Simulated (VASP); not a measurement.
# HC32N in VASP: a series of runs, part 3 of 3

VASP 6.6.1.

## Step 5: Single point, PBE+D3(BJ)

INCAR

```
SYSTEM = HC32N
ALGO = Normal
EDIFF = 1E-6
ENCUT = 520
GGA = PE
ISIF = 2
ISMEAR = -1
IVDW = 12
LASPH = .True.
LCHARG = .False.
LREAL = Auto
LWAVE = .False.
NBANDS = 90
NELM = 60
PREC = Accurate
SIGMA = 0.02
```

KPOINTS

```
k-points
0
Gamma
  1 1 1
  0 0 0
```

POSCAR

```
HC32N
1.0
    9.8640000000      0.0000000000      0.0000000000
   -4.9320000000      8.5424750000      0.0000000000
    0.0000000000      0.0000000000     13.0000000000
C N H
32 1 1
Direct
   -0.0016559481     -0.0009599092      0.0641230769
    0.1622335428      0.0807728439      0.0670461538
   -0.0015677631      0.2500680423      0.0442153846
    0.1635525909      0.3357223755      0.0550307692
   -0.0016602140      0.4997614860      0.0705923077
    0.1639056213      0.5869961574      0.0636538462
   -0.0101878496      0.7513396293      0.0712307692
    0.1579228921      0.8341142350      0.0651846154
    0.2455820399     -0.0015569258      0.0727692308
    0.4086850613      0.0801641211      0.0822076923
    0.2459502209      0.2495646753      0.0656538462
    0.4137385772      0.3378177870      0.0783538462
    0.2478093149      0.5013769429      0.0614384615
    0.4039925872      0.5802884995      0.0877076923
    0.2487861141      0.7576492761      0.0715000000
    0.4088036123      0.8412081979      0.0973846154
    0.4980309640      0.0043547098      0.0977307692
    0.6653919754      0.0852446159      0.0907538462
    0.4938330256      0.2476214446      0.0811538462
    0.6653225991      0.3340718000      0.0840923077
    0.4941167799      0.5034606481      0.0835769231
    0.6605459995      0.5825477979      0.0801076923
    0.4702140154      0.7374677713      0.1218846154
    0.6768370685      0.8394405603      0.1185846154
    0.7538403042      0.0052677942      0.0881692308
    0.9162026676      0.0843315316      0.0562692308
    0.7471666533      0.2492603139      0.0783846154
    0.9140423154      0.3346336981      0.0605307692
    0.7438007867      0.4977597242      0.0813230769
    0.9112097790      0.5829223966      0.0793384615
    0.7430305237      0.7460367165      0.0845307692
    0.9083364739      0.8348400200      0.0680692308
    0.5741996614      0.7846320885      0.2126538462
    0.5838515311      0.6935343680      0.2347769231
```

Potentials or basis: VASP PAW PBE potentials, release 64 (C, N, H).

Run with:

```bash
> cat potpaw_PBE.64/C/POTCAR potpaw_PBE.64/N/POTCAR potpaw_PBE.64/H/POTCAR > POTCAR
> mpirun -np 1 vasp_gam > vasp.out
```

OUTCAR:

```text
SYSTEM = HC32N
   EDIFF = 1E-6
   ENCUT = 520
   GGA = PE
   ISIF = 2
   ISMEAR = -1
   IVDW = 12
   LASPH = .True.
   LREAL = Auto
   NELM = 60
   PREC = Accurate
 IVDW          = 12

 ion  position               nearest neighbor table
   1  0.998  0.999  0.064-   2 1.40  32 1.41  26 1.43
   2  0.162  0.081  0.067-   1 1.40   9 1.42  11 1.44
   3  0.998  0.250  0.044-   4 1.42  26 1.42  28 1.46
   4  0.164  0.336  0.055-  13 1.42   3 1.42  11 1.45
   5  0.998  0.500  0.071-  28 1.42   6 1.42  30 1.46
   6  0.164  0.587  0.064-   5 1.42  13 1.45  15 1.46
[... 14 lines left out ...]
  21  0.494  0.503  0.084-  12 1.42  22 1.42  14 1.43
  22  0.661  0.583  0.080-  31 1.40  21 1.42  29 1.44
  23  0.470  0.737  0.122-  14 1.42  16 1.46  33 1.48  24 1.77
  24  0.677  0.839  0.119-  31 1.44  25 1.47  33 1.51  23 1.77
  25  0.754  0.005  0.088-  18 1.44  26 1.45  24 1.47
  26  0.916  0.084  0.056-   3 1.42   1 1.43  25 1.45
  27  0.747  0.249  0.078-  18 1.41  20 1.43  28 1.44
  28  0.914  0.335  0.061-   5 1.42  27 1.44   3 1.46
  29  0.744  0.498  0.081-  20 1.40  30 1.43  22 1.44
  30  0.911  0.583  0.079-  29 1.43   7 1.44   5 1.46
  31  0.743  0.746  0.085-  22 1.40  32 1.43  24 1.44
  32  0.908  0.835  0.068-   1 1.41   7 1.41  31 1.43
  33  0.574  0.785  0.213-  34 0.99  23 1.48  24 1.51
  34  0.584  0.694  0.235-  33 0.99

  LATTYP: Found a hexagonal cell.
 ALAT       =     9.8640000000
 C/A-ratio  =     1.3179237632

  Lattice vectors:

 A1 = (   9.8640000000,   0.0000000000,   0.0000000000)
 A2 = (  -4.9320000000,   8.5424750000,   0.0000000000)
 A3 = (   0.0000000000,   0.0000000000,  13.0000000000)

Analysis of symmetry for initial positions (statically):
=====================================================================
 Subroutine PRICEL returns:
 Original cell was already a primitive cell.

[... 183 lines left out ...]
  Fermi-wavevector in a.u.,A,eV,Ry     =   0.812674  1.535731  8.985819  0.660439
  Thomas-Fermi vector in A             =   1.922260
   LORBIT       =      0    0 simple, 1 ext, 2 COOP (PROOUT), +10 PAW based schemes
   GGA     = PE    functional components
   LHFCALC =     F    Hartree Fock is set to
   AEXX    =    0.0000 exact exchange contribution
   IVDW    =    12    specifies the selected vdW correction
   LEPSILON=     F    determine dielectric tensor
   LRPA    =     F    only Hartree local field effects (RPA)
 non-spin polarized calculation
  energy-cutoff  :      520.00
  volume of cell :     1095.42
 maximum number of plane-waves:     14767
 NGX is ok and might be reduce to    80
   NGX = 37   NGY = 37   NGZ = 49

 number of electron     133.9999998 magnetization

 Free energy of the ion-electron system (eV)
  ---------------------------------------------------
  ext. energy  EPLUGINS =         0.00000000
  ---------------------------------------------------
  free energy    TOTEN  =      -303.59913184 eV

  energy without entropy =     -303.59913184  energy(sigma->0) =     -303.59913184

 E-fermi :  -2.8714     XC(G=0):  -3.4489

 val. band max:       -3.4381886808   @ k =   0.0000   0.0000   0.0000
 cond. band min:      -0.5030354605   @ k =   0.0000   0.0000   0.0000
 fundamental gap:      2.9351532203
 Fermi energy:        -2.8713952144

 k-point     1 :       0.0000    0.0000    0.0000
  band No.  band energies     occupation
      1     -22.6806      2.00000
      2     -21.1022      2.00000
      3     -20.0887      2.00000
      4     -20.0411      2.00000
      5     -19.9030      2.00000
      6     -19.8443      2.00000
[... 71 lines left out ...]
     78       2.3175      0.00000
     79       3.0551      0.00000
 [bands above 79 left out]

------------------------ aborting loop because EDIFF is reached ----------------------------------------

 Edisp (eV)   -2.96546

 E8    (eV) :    -0.9180

  FORCE on cell =-STRESS in cart. coord.  units (eV):
  Direction    XX          YY          ZZ          XY          YZ          ZX
  --------------------------------------------------------------------------------------
  -------------------------------------------------------------------------------------
  Total      -4.09644     0.01711    -3.18037     0.86034     1.42070     2.22551
  in kB      -5.99152     0.02503    -4.65167     1.25835     2.07795     3.25507
  external pressure =       -3.54 kB  Pullay stress =        0.00 kB

 VOLUME and BASIS-vectors are now :
 -----------------------------------------------------------------------------
  energy-cutoff  :      520.00
  volume of cell :     1095.42
      direct lattice vectors                 reciprocal lattice vectors
     9.864000000  0.000000000  0.000000000     0.101378751  0.058531046  0.000000000
    -4.932000000  8.542475000  0.000000000     0.000000000  0.117062093  0.000000000
     0.000000000  0.000000000 13.000000000     0.000000000  0.000000000  0.076923077

 POSITION                                       TOTAL-FORCE (eV/Angst)
 -----------------------------------------------------------------------------------
      4.92040      8.53427      0.83360        -1.385519      0.617144     -0.542325
      1.20190      0.69000      0.87160         0.299532      1.300691     -0.106985
      8.61520      2.13620      0.57480        -1.429184      0.676549      1.358512
     -0.04250      2.86790      0.71540         1.152929     -1.135981     -0.645440
      7.38280      4.26920      0.91770        -1.184642      1.114258     -0.605910
     -1.27830      5.01440      0.82750         0.640849      0.114933      0.380679
[... 26 lines left out ...]
      1.79410      6.70270      2.76450        -0.288831      1.803054     -2.193837
      2.33860      5.92450      3.05210         0.563277     -1.353530      0.692384
 -----------------------------------------------------------------------------------
    total drift:                               -0.004414     -0.006166     -0.005088

  FREE ENERGIE OF THE ION-ELECTRON SYSTEM (eV)
  ---------------------------------------------------
  free  energy   TOTEN  =      -306.5645903121 eV

  energy  without entropy=     -306.5645903121  energy(sigma->0) =     -306.56459031
```

OSZICAR:

```text
N       E                     dE             d eps       ncg     rms          rms(c)
DAV:   1     0.129765588292E+04    0.12977E+04   -0.60658E+04   188   0.124E+03
DAV:   2    -0.124806344713E+03   -0.14225E+04   -0.13631E+04   270   0.295E+02
DAV:   3    -0.317994284045E+03   -0.19319E+03   -0.19228E+03   216   0.117E+02
[... 15 lines left out ...]
DAV:  19    -0.303599084075E+03   -0.10836E-03   -0.88329E-06   192   0.750E-03    0.172E-03
DAV:  20    -0.303599115952E+03   -0.31877E-04   -0.14553E-06   160   0.282E-03    0.135E-03
DAV:  21    -0.303599127351E+03   -0.11399E-04   -0.70091E-07   128   0.228E-03    0.283E-04
DAV:  22    -0.303599131122E+03   -0.37709E-05   -0.39690E-07   144   0.143E-03    0.420E-04
DAV:  23    -0.303599131841E+03   -0.71983E-06   -0.67982E-08   152   0.748E-04
   1 F= -.30656459E+03 E0= -.30656459E+03  d E =-.577726E-12
```

It took 5.1 min on 1 thread of Intel Xeon 6975P-C (Granite Rapids), shared host; peak memory 1.1 GiB.

What came out:

```yaml
Free_energy: -306.5646 eV
Largest_force: 2.854 eV/Å
Band_gap_on_the_k_mesh: 2.94 eV, direct
Dispersion_energy_per_atom: -0.087 eV
```

Forces on the atoms (eV/Å):
```
C   -1.386  0.617 -0.542
C    0.300  1.301 -0.107
C   -1.429  0.677  1.359
C    1.153 -1.136 -0.645
C   -1.185  1.114 -0.606
C    0.641  0.115  0.381
C    1.655 -1.063 -0.550
C    0.719 -0.169  0.797
C   -1.079 -0.027 -0.285
C    1.108  1.811  0.201
C   -0.230  0.618  0.271
C    0.120 -1.981 -0.541
C   -2.207 -0.034  0.261
C    1.534 -0.054 -0.375
C   -1.312 -1.681 -0.030
C    0.564 -1.869 -0.185
C   -0.372 -0.595 -0.436
C    1.057 -0.402  0.139
C    0.024  1.377  0.266
C   -1.251 -1.587 -0.327
C   -0.214 -0.586  0.183
C    0.079  0.101  0.938
C    1.101  1.891  0.705
C   -0.732  0.301  0.249
C   -0.558 -0.070 -0.188
C   -0.825 -0.588  0.939
C    0.414  1.170 -0.286
C    0.432 -1.090  0.216
C    0.470  0.895 -0.238
C    0.052  0.166 -0.510
C    0.490  1.448 -0.040
C    0.594 -1.119  0.489
N   -0.289  1.803 -2.194
H    0.563 -1.354  0.692
```

A hybrid or GW would open this gap; PBE tends to underestimate it.

## Step 6: Single point, PBE+D3(BJ)

INCAR

```
SYSTEM = HC32N
PREC = Accurate
ENCUT = 520
EDIFF = 1E-6
ISMEAR = -1
SIGMA = 0.02
LREAL = Auto
LASPH = .TRUE.
NELM = 60
ALGO = Normal
ISIF = 2
LWAVE = .FALSE.
LCHARG = .TRUE.
GGA = PE
IVDW = 12
LELF = .TRUE.
LVHAR = .TRUE.
NBANDS = 90
```

KPOINTS

```
regular mesh
0
G
  1 1 1
  0 0 0
```

POSCAR

```
HC32N
1.0
    9.8640000000      0.0000000000      0.0000000000
   -4.9320000000      8.5424750000      0.0000000000
    0.0000000000      0.0000000000     13.0000000000
C N H
32 1 1
Direct
   -0.0049728489      0.0015101010      0.0541153846
    0.1635734915      0.0876092701      0.0673000000
   -0.0047931535      0.2469424845      0.0438846154
    0.1649293152      0.3302438696      0.0442384615
   -0.0074665000      0.4997263674      0.0614846154
    0.1611805516      0.5882370156      0.0648923077
    0.0013837587      0.7555655709      0.0758384615
    0.1672975230      0.8389137808      0.0641538462
    0.2430136086      0.0025519536      0.0728230769
    0.4110975236      0.0865908299      0.0852461538
    0.2500365727      0.2516952054      0.0612153846
    0.4112256289      0.3295883219      0.0798538462
    0.2366391922      0.4989069327      0.0567384615
    0.4009064628      0.5752314171      0.0881153846
    0.2486654349      0.7550153790      0.0753153846
    0.4111603708      0.8319719987      0.0996769231
    0.4900775115     -0.0006438415      0.1024846154
    0.6602402158      0.0795436920      0.0945153846
    0.4964448534      0.2522571035      0.0867000000
    0.6588367297      0.3288859493      0.0846769231
    0.4882269439      0.4978650801      0.0811153846
    0.6602562336      0.5845027349      0.0888230769
    0.4818096212      0.7401601995      0.1244538462
    0.6792957102      0.8452702525      0.1195615385
    0.7516168381      0.0080187533      0.0932615385
    0.9105175556      0.0819434649      0.0559230769
    0.7445014498      0.2457952760      0.0768769231
    0.9100706009      0.3240746973      0.0627230769
    0.7465829698      0.5022900272      0.0853000000
    0.9158685648      0.5893608117      0.0731692308
    0.7487708430      0.7532594476      0.0886923077
    0.9097437023      0.8327680210      0.0639923077
    0.5837855671      0.7913748650      0.2081461538
    0.5827765263      0.6945879268      0.2428769231
```

Potentials or basis: VASP PAW PBE potentials, release 64 (C, N, H).

Run with:

```bash
> cat potpaw_PBE.64/C/POTCAR potpaw_PBE.64/N/POTCAR potpaw_PBE.64/H/POTCAR > POTCAR
> mpirun -np 1 vasp_gam > vasp.out
```

Run time: 5 min. Hardware: 1 thread of Intel Xeon 6975P-C (Granite Rapids), shared host; peak memory 1.1 GiB.

The run converged. Its results:

* Free energy: -305.9284 eV
* Largest force: 3.672 eV/Å
* Band gap on the k mesh: 3.01 eV, direct
* Dispersion energy per atom: -0.087 eV

Forces on the atoms (eV/Å):
```
C    0.651 -0.652  0.973
C   -1.066 -1.562 -1.378
C    0.431 -0.194  0.820
C   -2.006  1.508  0.429
C    0.737 -0.220  0.685
C   -0.804 -1.604 -0.679
C   -1.101 -0.655 -2.272
C   -0.797 -0.362  1.504
C    1.722  0.943  0.110
C    0.039 -1.336  0.403
C   -1.009 -0.487  0.307
C   -0.659  2.331 -0.846
C    2.944  0.112  1.203
C   -0.231  0.618 -0.772
C    0.492 -0.672 -0.301
C   -2.314  0.979 -0.297
C    1.325 -0.361 -0.751
C   -0.424  1.507  0.016
C   -0.100 -1.521 -0.145
C    2.056  2.892 -0.133
C    1.241  0.164  1.339
C    0.037  0.207  0.062
C   -1.461 -1.333 -1.580
C    1.300 -0.503 -0.502
C    0.477 -0.649 -1.029
C   -0.588  0.162  0.480
C   -0.602 -0.217  0.545
C   -1.286  3.347 -0.790
C   -0.290 -0.729 -0.766
C   -0.602 -1.901  0.734
C    0.295 -1.039 -0.626
C    1.405  1.096  1.196
N    0.327 -0.787  2.518
H   -0.141  0.919 -0.458
```

Levels at points of the mesh, in eV from the valence-band top:
```
           k point  band 63  band 64  band 65  band 66  band 67  band 68  band 69  band 70  band 71  band 72
(0.00, 0.00, 0.00)    -0.88    -0.76    -0.66    -0.46     0.00     3.01     3.22     3.41     3.69     4.12
```
